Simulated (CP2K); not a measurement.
Crystal: V.

```
V
1.0
     2.62293    0.00000    0.00000
    -0.87431    2.47292    0.00000
    -0.87431   -1.23646    2.14161
V
1
Cartesian
  0.0000 0.0000 0.0000
```

Base run:

- Program: CP2K 2026.2
- Functional: LDA
- Potentials or basis: GTH_POTENTIALS V GTH-PADE-q13; TZVP-MOLOPT-PBE-GTH basis
- Density cutoff: 6123 eV
- k mesh: 12 × 12 × 12
- Occupations: fermi-dirac, width 0.05 eV
- Spin: collinear spin, ferromagnetic start
- Starting moments: [2.0] μB

Its results: band gap on the k mesh none (metal or under the smearing width); pressure -16.8 GPa; net moment 0.00 μB per cell.

The run is repeated on the same cell with these changes: occupations from fermi-dirac, width 0.05 eV to fermi-dirac, width 0.01 eV. What comes out?

Band gap on the k mesh none (metal or under the smearing width); pressure -16.8 GPa; net moment 0.15 μB per cell; site moments V +0.15 μB.

Caveats: so large a pressure means that the cell lies far from this level's equilibrium, or that cutoff or potentials fall short; the basis of atomic orbitals isn't converged, which shifts pressures, moduli and gaps.

Not every run made on this cell is shown here.
